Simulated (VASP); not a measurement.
# LiF (P4/mmm) in VASP: notebook, part 2 of 2

VASP 6.6.1. The steps go on from the part before.

### 4 Single point, PBE (strain -0.0400 x Voigt [0, 1, 0, 0, 0, 0], atoms carried along)

INCAR reads:

```
SYSTEM = LiF
PREC = Accurate
ENCUT = 520
EDIFF = 1E-6
ISMEAR = 0
SIGMA = 0.05
LREAL = .False.
LASPH = .True.
NELM = 80
ALGO = Normal
ISIF = 2
LWAVE = .False.
LCHARG = .True.
GGA = PE
LELF = .True.
LVHAR = .True.
NBANDS = 12
```

KPOINTS reads:

```
Automatic mesh
0
Gamma
  10 10 10
  0 0 0
```

POSCAR reads:

```
LiF
1.0
    2.5595330000      0.0000000000      0.0000000000
    0.0000000000      2.4571516800      0.0000000000
    0.0000000000      0.0000000000      2.5595330000
Li F
1 1
Direct
    0.0000000000      0.0000000000      0.0000000000
    0.5000000000      0.5000000000      0.5000000000
```

Potentials or basis: VASP PAW PBE potentials, release 64 (Li_sv, F).

Launch:

```sh
> cat potpaw_PBE.64/Li_sv/POTCAR potpaw_PBE.64/F/POTCAR > POTCAR
> mpirun -np 1 vasp_std > vasp.out
```

OUTCAR:

```text
SYSTEM = LiF
   PREC = Accurate
   ENCUT = 520
   EDIFF = 1E-6
   ISMEAR = 0
   LREAL = .False.
   LASPH = .True.
   NELM = 80
   ISIF = 2
   GGA = PE

 ion  position               nearest neighbor table
   1  0.000  0.000  0.000-   2 2.19   2 2.19   2 2.19   2 2.19   2 2.19   2 2.19   2 2.19   2 2.19

   2  0.500  0.500  0.500-   1 2.19   1 2.19   1 2.19   1 2.19   1 2.19   1 2.19   1 2.19   1 2.19

  LATTYP: Found a simple tetragonal cell.
 ALAT       =     2.5595330000
 C/A-ratio  =     0.9600000000

  Lattice vectors:

 A1 = (  -2.5595330000,   0.0000000000,   0.0000000000)
 A2 = (   0.0000000000,   0.0000000000,   2.5595330000)
 A3 = (   0.0000000000,   2.4571516800,   0.0000000000)

Analysis of symmetry for initial positions (statically):
=====================================================================
 Subroutine PRICEL returns:
 Original cell was already a primitive cell.

 Routine SETGRP: Setting up the symmetry group for a
 simple tetragonal supercell.

 Subroutine GETGRP returns: Found 16 space group operations
 (whereof 16 operations were pure point group operations)
 out of a pool of 16 trial point group operations.

The static configuration has the point symmetry D_4h.

Analysis of symmetry for dynamics (positions and initial velocities):
=====================================================================
 Subroutine PRICEL returns:
 Original cell was already a primitive cell.

 Routine SETGRP: Setting up the symmetry group for a
 simple tetragonal supercell.

 Subroutine GETGRP returns: Found 16 space group operations
 (whereof 16 operations were pure point group operations)
 out of a pool of 16 trial point group operations.

The dynamic configuration has the point symmetry D_4h.

 Subroutine INISYM returns: Found 16 space group operations
 (whereof 16 operations are pure point group operations),
 and found     1 'primitive' translations

----------------------------------------------------------------------------------------
[... 118 lines left out ...]
   GGA     = PE    functional components
   LHFCALC =     F    Hartree Fock is set to
   AEXX    =    0.0000 exact exchange contribution
   IVDW    =     0    specifies the selected vdW correction
   LEPSILON=     F    determine dielectric tensor
   LRPA    =     F    only Hartree local field effects (RPA)
 non-spin polarized calculation
 Gauss-broadening in eV      SIGMA  =   0.05
  energy-cutoff  :      520.00
  volume of cell :       16.10
 maximum number of plane-waves:       447
 NGX is ok and might be reduce to    20
   NGX =  9   NGY =  9   NGZ =  9

 number of electron      10.0000022 magnetization

 Free energy of the ion-electron system (eV)
  ---------------------------------------------------
  ext. energy  EPLUGINS =         0.00000000
  ---------------------------------------------------
  free energy    TOTEN  =        -9.02540505 eV

  energy without entropy =       -9.02540505  energy(sigma->0) =       -9.02540505

 E-fermi :   0.9350     XC(G=0): -10.1304

 val. band max:        0.5816078620   @ k =   0.5000   0.0000   0.5000
 cond. band min:       8.2102173191   @ k =   0.0000   0.0000   0.0000
 fundamental gap:      7.6286094570
 Fermi energy:         0.9350184767

 k-point     1 :       0.0000    0.0000    0.0000
  band No.  band energies     occupation
      1     -42.4545      2.00000
      2     -20.5929      2.00000
      3      -0.4838      2.00000
      4      -0.4838      2.00000
      5      -0.0195      2.00000
      6       8.2102      0.00000
      7      18.9412      0.00000
      8      20.0272      0.00000
      9      21.3468      0.00000
     10      21.3468      0.00000
     11      22.5581      0.00000
     12      38.3265      0.00000
[... 331 lines left out ...]
 k-point    24 :       0.5000    0.3000    0.0000
  band No.  band energies     occupation
      1     -42.3679      2.00000
      2     -19.7145      2.00000
      3      -3.1338      2.00000
      4      -2.0528      2.00000
      5       0.1629      2.00000
      6      12.5964      0.00000
      7      14.0386      0.00000
      8      15.9636      0.00000
      9      22.3336      0.00000
     10      22.6114      0.00000
     11      30.4554      0.00000
     12      33.2006      0.00000

 [... further k-points ...]
[... 5 lines left out ...]
  --------------------------------------------------------------------------------------
  -------------------------------------------------------------------------------------
  Total       -0.1439328      1.1190379     -0.1439328     -0.0000000      0.0000000      0.0000000
  in kB      -14.3257355    111.3786521    -14.3257355     -0.0000000      0.0000000      0.0000000
  external PRESSURE =      27.5757271 kB  Pullay stress =       0.0000000 kB

 VOLUME and BASIS-vectors are now :
 -----------------------------------------------------------------------------
  energy-cutoff  :      520.00
  volume of cell :       16.10
      direct lattice vectors                 reciprocal lattice vectors
     2.559533000  0.000000000  0.000000000     0.390696272  0.000000000  0.000000000
     0.000000000  2.457151680  0.000000000     0.000000000  0.406975283  0.000000000
     0.000000000  0.000000000  2.559533000     0.000000000  0.000000000  0.390696272

 POSITION                                       TOTAL-FORCE (eV/Angst)
 -----------------------------------------------------------------------------------
      0.00000      0.00000      0.00000         0.000000      0.000000      0.000000
      1.27977      1.22858      1.27977         0.000000      0.000000      0.000000
 -----------------------------------------------------------------------------------
    total drift:                                0.000000      0.000000      0.000000

  FREE ENERGIE OF THE ION-ELECTRON SYSTEM (eV)
  ---------------------------------------------------
  free  energy   TOTEN  =        -9.0254050548 eV

  energy  without entropy=       -9.0254050548  energy(sigma->0) =       -9.02540505
```

stdout:

```text
POSCAR found type information on POSCAR LiF
 POSCAR found :  2 types and       2 ions
 scaLAPACK will be used
 LDA part: xc-table for (Slater+PW92), standard interpolation
 POSCAR, INCAR and KPOINTS ok, starting setup
 FFT: planning ... GRIDC
 FFT: planning ... GRID_SOFT
 FFT: planning ... GRID
 WAVECAR not read
 entering main loop
```

Run time: 24 s. Hardware: 1 thread of AMD EPYC 7R13 (Zen 3), shared host; peak memory 0.09 GiB.

Results:

```
Free energy            : -9.0254 eV
Band gap on the k mesh : 7.63 eV, indirect (least direct gap 8.23 eV)
```

Caveat: the cutoff is under 1.25 times the usual one of these potentials, so pressure, stress and relaxed cells hold a basis-set (Pulay) error. A k mesh can miss the band edges.

### 5 Summary

| cell | gap on the mesh (eV) |
| --- | --- |
| strain -0.0100 x Voigt [0, 1, 0, 0, 0, 0], atoms carried along | 7.55 |
| strain +0.0400 x Voigt [0, 1, 0, 0, 0, 0], atoms carried along | 7.09 |
| strain -0.0400 x Voigt [0, 1, 0, 0, 0, 0], atoms carried along | 7.63 |

Alike in all rows: task single point; level PBE; potentials or basis VASP PAW PBE potentials, release 64 (Li_sv, F); no spin polarisation; k mesh 10 × 10 × 10; cutoff (eV) 520; smearing gaussian 0.05 eV.

Caveats: the cutoff is under 1.25 times the usual one of these potentials, so pressure, stress and relaxed cells hold a basis-set (Pulay) error.

Absolute energies hang on the potentials; compare differences alone.
